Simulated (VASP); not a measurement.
A run of VASP 6.6.1 is set up as follows.

INCAR

```
SYSTEM = H4CN2O
  ALGO = Normal
  EDIFF = 1E-7
  ENCUT = 520
  GGA = CA
  ISIF = 2
  ISMEAR = -1
  LASPH = .True.
  LCHARG = .False.
  LREAL = Auto
  LWAVE = .False.
  NBANDS = 70
  NELM = 60
  PREC = Accurate
  SIGMA = 0.05
```

File KPOINTS:

```
k-points
0
Gamma
  2 2 2
  0 0 0
```

File POSCAR:

```
H4CN2O
1.0
    0.0000000000      5.6398400000      4.7358900000
    5.6398400000      0.0000000000      4.7358900000
    5.6398400000      5.6398400000      0.0000000000
H C N O
16 4 8 4
Direct
    0.4014609317      0.9381605544      0.3407232437
    0.3785357496      0.3857345354      0.3883654391
    0.8456567826      0.4743696539      0.3421960643
    0.3862868566      0.4092130389      0.8160876789
    0.7025257625      0.2439489234      0.9035658997
    0.0907653965      0.9144944385      0.7277684626
    0.2369449461      0.6776666687      0.1728893755
    0.9517255461      0.1031553739      0.2496028604
    0.9338865819      0.3272913593      0.8464121500
    0.8280979939      0.8268390929      0.9121996032
    0.4105985015      0.8261067429      0.8923462629
    0.8885076490      0.8459709812      0.3826986264
    0.2637838616      0.7351624822      0.4350480202
    0.6559881017      0.3786220772      0.2183452127
    0.7477578938      0.2541445998      0.5855600727
    0.3833198448      0.6760586459      0.7100976990
    0.4078008512      0.8875839656      0.1064158642
    0.0754452458      0.5912932131      0.9050081004
    0.8942848238      0.4329419488      0.5939311540
    0.6129926912      0.0772682735      0.4090575797
    0.3508206698      0.8561541544      0.3111130021
    0.5356961839      0.3049272259      0.3571128320
    0.7990340667      0.3972141569      0.5064816926
    0.2979744714      0.5547902676      0.8155677567
    0.8086128053      0.3583695360      0.8095004745
   -0.0084146468      0.8003671626      0.8451582424
    0.3301261355      0.7960613393      0.0535904239
    0.8363312052      0.0119993092      0.3238612825
    0.5394887819      0.0133745659      0.9550394317
    0.9535663142      0.4473108176      0.0331283438
    0.0507049561      0.5420664132      0.4708346620
    0.5003101855      0.9344359763      0.5153569256
```

Potentials or basis: VASP PAW LDA potentials, release 64 (H, C, N, O).

Launch:

```sh
$ cat potpaw_LDA.64/H/POTCAR potpaw_LDA.64/C/POTCAR potpaw_LDA.64/N/POTCAR potpaw_LDA.64/O/POTCAR > POTCAR
$ mpirun -np 1 vasp_std > vasp.out
```

**Question.** Estimate the band gap on the k mesh.

**Answer.** 4.60 eV, direct.

**Question.** What does it give for the largest force?

**Answer.** 3.460 eV/Å.

**Question.** Estimate the pressure.

**Answer.** 0.4 GPa.

Stress tensor (GPa, compression positive):
```
-1.55 -0.01 -0.38
-0.01 -0.65 -1.86
-0.38 -1.86  3.47
```

Caveat: the k mesh is coarse (spacing up to 0.51 Å⁻¹), so the values aren't converged; the standard files for N, O and F lose accuracy on very short bonds; forces of over 1 eV/Å show positions far from the minimum, so gaps and moduli don't describe the material at rest. LDA gaps usually lie below the measured ones, often by a third to a half.
